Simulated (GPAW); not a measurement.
The system is KF (Carobbiite).

```
K F
1.0
     0.00000    2.67185    2.67185
     2.67185    0.00000    2.67185
     2.67185    2.67185    0.00000
K F
1 1
Direct
  0.00000 0.00000 0.00000
  0.50000 0.50000 0.50000
```

Program: GPAW 26.7.0. Alike in all runs: no spin polarisation; cell as given; smearing fermi-dirac 0.05 eV. Hardware: 1 thread of Arm Neoverse V1 (shared host).

Question: Order these runs on this cell by their wall time, lowest first.
A. task single point; level LDA; potentials or basis the program's PAW data sets (release 1.2.1) made for this functional, pw; k mesh 7 × 7 × 7; cutoff (eV) 600; maxiter 120; convergence default
B. task single point; level TB-mBJ; potentials or basis GPAW PAW data sets for LDA (gpaw-data 1.2.1), pw; k mesh 10 × 10 × 10; cutoff (eV) 800; maxiter 150
C. task band structure; level PBE; potentials or basis GPAW PAW data sets (gpaw-data 1.2.1), pw; k mesh 9 × 9 × 9; cutoff (eV) 800; maxiter 150; band path GXWKGLUWLK,UX; band points 80

Answer: A (10 s), C (51 s), B (100 s).

Caveats: a model potential gives levels but no total energy (some runs).
